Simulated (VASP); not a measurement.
# Nb5C6 in VASP: notebook, part 2 of 2

VASP 6.6.1.

**5. Single point, PBE**

This run uses another cell than the first one, of 12.73 Å³/atom, 0.481 times its volume.

INCAR

```
PREC = Accurate
ENCUT = 460
EDIFF = 1E-7
ISMEAR = 1
SIGMA = 0.1
LREAL = False
LASPH = True
NELM = 120
ALGO = Normal
ISIF = 2
LWAVE = False
LCHARG = False
LDIPOL = True
IDIPOL = 3
DIPOL = 0.5 0.5 0.500
GGA = PE
NBANDS = 64
LVHAR = True
LVACPOTAV = True
```

KPOINTS

```
regular mesh
0
Gamma
  8 8 1
```

POSCAR

```
Nb5C6
1.0
    3.1112698372      0.0000000000      0.0000000000
   -1.5556349186      2.6944387171      0.0000000000
    0.0000000000      0.0000000000     16.7017059222
C Nb
6 5
Direct
    0.3333333333      0.6666666667      0.1197482466
    0.0000000000      0.0000000000      0.2718489480
    0.6666666667      0.3333333333      0.4239496493
    0.3333333333      0.6666666667      0.5760503507
    0.0000000000      0.0000000000      0.7281510520
    0.6666666667      0.3333333333      0.8802517534
    0.6666666667      0.3333333333      0.1957985973
    0.3333333333      0.6666666667      0.3478992987
    0.0000000000      0.0000000000      0.5000000000
    0.6666666667      0.3333333333      0.6521007013
    0.3333333333      0.6666666667      0.8042014027
```

Potentials or basis: VASP PAW PBE potentials, release 64 (C, Nb_sv).

Launch:

```
cat potpaw_PBE.64/C/POTCAR potpaw_PBE.64/Nb_sv/POTCAR > POTCAR
mpirun -np 1 vasp_std > vasp.out
```

OUTCAR:

```text
PREC = Accurate
   ENCUT = 460
   EDIFF = 1E-7
   ISMEAR = 1
   LREAL = False
   LASPH = True
   NELM = 120
   ISIF = 2
   GGA = PE

 Found     10 irreducible k-points:

 Following reciprocal coordinates:
            Coordinates               Weight
  0.000000  0.000000  0.000000      1.000000
  0.125000  0.000000  0.000000      6.000000
  0.250000  0.000000  0.000000      6.000000
  0.375000  0.000000  0.000000      6.000000
  0.500000  0.000000  0.000000      3.000000
  0.125000  0.125000  0.000000      6.000000
   k-points           NKPTS =     10   k-points in BZ     NKDIM =     10   number of bands    NBANDS=     64
   number of dos      NEDOS =    301   number of ions     NIONS =     11
   total plane-waves  NPLWV =  69120
   dimension x,y,z NGX =    24 NGY =   24 NGZ =  120
   dimension x,y,z NGXF=    48 NGYF=   48 NGZF=  240
   ions per type =               6   5
   NGX,Y,Z   is equivalent  to a cutoff of  12.82, 12.82, 11.94 a.u.
   NGXF,Y,Z  is equivalent  to a cutoff of  25.65, 25.65, 23.89 a.u.
 SYSTEM =  unknown system
   PREC   = accura    normal or accurate (medium, high low for compatibility)
   ISTART =      0    job   : 0-new  1-cont  2-samecut
   ICHARG =      2    charge: 1-file 2-atom 10-const
   ISPIN  =      1    spin polarized calculation?
   LNONCOLLINEAR =      F non collinear calculations
   LSORBIT =      F    spin-orbit coupling
   LASPH  =      T    aspherical Exc in radial PAW
   ENCUT  =  460.0 eV  33.81 Ry    5.81 a.u.   5.44  5.44 29.21*2*pi/ulx,y,z
   NELM   =    120;   NELMIN=  2; NELMDL= -5     # of ELM steps
   EDIFF  = 0.1E-06   stopping-criterion for ELM
   LREAL  =      F    real-space projection
   EDIFFG = 0.1E-05   stopping-criterion for IOM
   NSW    =      0    number of steps for IOM
   IBRION =     -1    ionic relax: 0-MD 1-quasi-New 2-CG
   NFREE  =      0    steps in history (QN), initial steepest desc. (CG)
   ISIF   =      2    stress and relaxation
   ISYM   =      2    0-nonsym 1-usesym 2-fastsym
   POTIM  = 0.5000    time-step for ionic-motion
   TEBEG  =    0.0;   TEEND  =   0.0 temperature during run
   PSTRESS=    0.0 pullay stress
   NELECT =      89.0000    total number of electrons
   NUPDOWN=      -1.0000    fix difference up-down
   EMIN   =  10.00;   EMAX   =-10.00  energy-range for DOS
   EFERMI =   0.00;   METHOD = LEGACY
   ISMEAR =     1;   SIGMA  =   0.10  broadening in eV -4-tet -1-fermi 0-gaus
   EFERMI_NEDOS =   21; number of points for ismear=-14 and -15
   IALGO  =     38    algorithm
   IMIX   =      4    mixing-type and parameters
     AMIX     =   0.40;   BMIX     =  1.00
     AMIX_MAG =   1.60;   BMIX_MAG =  1.00
  volume/ion in A,a.u.               =      12.73        85.90
  Fermi-wavevector in a.u.,A,eV,Ry     =   1.407611  2.659999 26.958147  1.981368
  Thomas-Fermi vector in A             =   2.529852
   LORBIT       =      0    0 simple, 1 ext, 2 COOP (PROOUT), +10 PAW based schemes
   GGA     = PE    functional components
   LHFCALC =     F    Hartree Fock is set to
   AEXX    =    0.0000 exact exchange contribution
   IVDW    =     0    specifies the selected vdW correction
   LEPSILON=     F    determine dielectric tensor
   LRPA    =     F    only Hartree local field effects (RPA)
 non-spin polarized calculation
 Methfessel and Paxton  Order N= 1 SIGMA  =   0.10
  energy-cutoff  :      460.00
  volume of cell :      140.01
 maximum number of plane-waves:      3203
 NGX is ok and might be reduce to    24
   NGX = 11   NGY = 11   NGZ = 59

 number of electron      89.0000005 magnetization

 dipolmoment           0.000000      0.000000      0.000000 electrons x Angstroem

 Free energy of the ion-electron system (eV)
  ---------------------------------------------------
  ext. energy  EPLUGINS =         0.00000000
  ---------------------------------------------------
  free energy    TOTEN  =      -105.03526863 eV

  energy without entropy =     -105.03142956  energy(sigma->0) =     -105.03398894

 E-fermi :   9.0179     XC(G=0): -11.6182

 val. band max:        9.0078250563   @ k =   0.0000   0.0000   0.0000
 cond. band min:       9.1074748495   @ k =   0.2500   0.1250   0.0000
 fundamental gap:      0.0996497932
 Fermi energy:         9.0178937523

 k-point     1 :       0.0000    0.0000    0.0000
  band No.  band energies     occupation
      1     -46.7146      2.00000
      2     -46.6268      2.00000
      3     -46.6015      2.00000
      4     -45.7868      2.00000
      5     -45.7868      2.00000
      6     -23.2708      2.00000
[... 48 lines left out ...]
     55      10.8868     -0.00000
     56      11.2717      0.00000

 k-point     2 :       0.1250    0.0000    0.0000
  band No.  band energies     occupation
      1     -46.6992      2.00000
      2     -46.6138      2.00000
      3     -46.5912      2.00000
      4     -45.7742      2.00000
      5     -45.7741      2.00000
      6     -23.2283      2.00000
[... 48 lines left out ...]
     55      11.1654      0.00000
     56      11.3373      0.00000

 k-point     3 :       0.2500    0.0000    0.0000
  band No.  band energies     occupation
      1     -46.6612      2.00000
      2     -46.5822      2.00000
      3     -46.5665      2.00000
      4     -45.7435      2.00000
      5     -45.7435      2.00000
      6     -23.1316      2.00000
[... 48 lines left out ...]
     55      11.8018      0.00000
     56      12.2803      0.00000

 k-point     4 :       0.3750    0.0000    0.0000
  band No.  band energies     occupation
      1     -46.6217      2.00000
      2     -46.5504      2.00000
      3     -46.5429      2.00000
      4     -45.7126      2.00000
      5     -45.7126      2.00000
      6     -23.2330      2.00000
[... 48 lines left out ...]
     55      12.2789      0.00000
     56      12.5619      0.00000

 k-point     5 :       0.5000    0.0000    0.0000
  band No.  band energies     occupation
      1     -46.6047      2.00000
      2     -46.5372      2.00000
      3     -46.5336      2.00000
      4     -45.6998      2.00000
      5     -45.6998      2.00000
      6     -23.3374      2.00000
[... 48 lines left out ...]
     55      12.6078      0.00000
     56      12.6683      0.00000

 k-point     6 :       0.1250    0.1250    0.0000
  band No.  band energies     occupation
      1     -46.6725      2.00000
      2     -46.5915      2.00000
      3     -46.5737      2.00000
      4     -45.7525      2.00000
      5     -45.7525      2.00000
      6     -23.1566      2.00000
[... 48 lines left out ...]
     55      11.6813      0.00000
     56      11.8649      0.00000

 [... further k-points ...]

 [bands above 56 left out]

------------------------ aborting loop because EDIFF is reached ----------------------------------------

  FORCE on cell =-STRESS in cart. coord.  units (eV):
  Direction    XX          YY          ZZ          XY          YZ          ZX
  --------------------------------------------------------------------------------------
  -------------------------------------------------------------------------------------
  Total       10.2190671     10.2190671      5.1104703      0.0000000      0.0000000      0.0000000
  in kB      116.9378245    116.9378245     58.4796321      0.0000000      0.0000000      0.0000000
  external PRESSURE =      97.4517604 kB  Pullay stress =       0.0000000 kB

 VOLUME and BASIS-vectors are now :
 -----------------------------------------------------------------------------
  energy-cutoff  :      460.00
  volume of cell :      140.01
      direct lattice vectors                 reciprocal lattice vectors
     3.111269837  0.000000000  0.000000000     0.321412173  0.185567405  0.000000000
    -1.555634919  2.694438717  0.000000000     0.000000000  0.371134810  0.000000000
     0.000000000  0.000000000 16.701705922     0.000000000  0.000000000  0.059874123

 POSITION                                       TOTAL-FORCE (eV/Angst)
 -----------------------------------------------------------------------------------
     -0.00000      1.79629      2.00000        -0.000000     -0.000000      2.225255
      0.00000      0.00000      4.54034        -0.000000     -0.000000      0.380451
      1.55563      0.89815      7.08068        -0.000000      0.000000     -0.022494
     -0.00000      1.79629      9.62102        -0.000000     -0.000000      0.022494
      0.00000      0.00000     12.16136        -0.000000      0.000000     -0.380451
      1.55563      0.89815     14.70171         0.000000      0.000000     -2.225255
      1.55563      0.89815      3.27017         0.000000     -0.000000     -3.519719
     -0.00000      1.79629      5.81051         0.000000      0.000000     -0.185705
      0.00000      0.00000      8.35085        -0.000000      0.000000      0.000000
      1.55563      0.89815     10.89119         0.000000      0.000000      0.185705
     -0.00000      1.79629     13.43154        -0.000000      0.000000      3.519719
 -----------------------------------------------------------------------------------
    total drift:                               -0.000000      0.000000     -0.000000

  FREE ENERGIE OF THE ION-ELECTRON SYSTEM (eV)
  ---------------------------------------------------
  free  energy   TOTEN  =      -105.0352686343 eV

  energy  without entropy=     -105.0314295598  energy(sigma->0) =     -105.03398894
```

It took 62 s on 1 thread of Intel Xeon 6975P-C (Granite Rapids), shared host; peak memory 0.27 GiB.

The run converged, but some of its settings lie outside the range that counts as converged, so its numbers aren't taken as properties of the slab.

What came out:

```yaml
Free_energy: -105.0353 eV
Largest_force: 3.520 eV/Å
Band_gap_on_the_k_mesh: none (metal or under the smearing width)
```

Caveat: the cutoff is under 1.25 times the usual one of these potentials, so pressure, stress and relaxed cells hold a basis-set (Pulay) error.

**6. Single point, PBE**

This run uses another cell than the first one, of 15.78 Å³/atom, 0.597 times its volume.

INCAR is that of step 5.

KPOINTS is that of step 5.

POSCAR

```
Nb5C6
1.0
    3.1112698372      0.0000000000      0.0000000000
   -1.5556349186      2.6944387171      0.0000000000
    0.0000000000      0.0000000000     20.7017059222
C Nb
6 5
Direct
    0.3333333333      0.6666666667      0.1932207913
    0.0000000000      0.0000000000      0.3159324748
    0.6666666667      0.3333333333      0.4386441583
    0.3333333333      0.6666666667      0.5613558417
    0.0000000000      0.0000000000      0.6840675252
    0.6666666667      0.3333333333      0.8067792087
    0.6666666667      0.3333333333      0.2545766331
    0.3333333333      0.6666666667      0.3772883165
    0.0000000000      0.0000000000      0.5000000000
    0.6666666667      0.3333333333      0.6227116835
    0.3333333333      0.6666666667      0.7454233669
```

Potentials or basis: VASP PAW PBE potentials, release 64 (C, Nb_sv).

Launch:

```
cat potpaw_PBE.64/C/POTCAR potpaw_PBE.64/Nb_sv/POTCAR > POTCAR
mpirun -np 1 vasp_std > vasp.out
```

Wall time 89 s (1 thread of Intel Xeon 6975P-C (Granite Rapids), shared host); peak memory 0.3 GiB.

These settings aren't checked as converged: the numbers below hold their error.

What came out:

* Free energy: -105.0308 eV
* Largest force: 3.536 eV/Å
* Band gap on the k mesh: none (metal or under the smearing width)
* Work function of the upper face: 6.45 eV
* Work function of the lower face: 6.45 eV

Caveat: the cutoff is under 1.25 times the usual one of these potentials, so pressure, stress and relaxed cells hold a basis-set (Pulay) error.
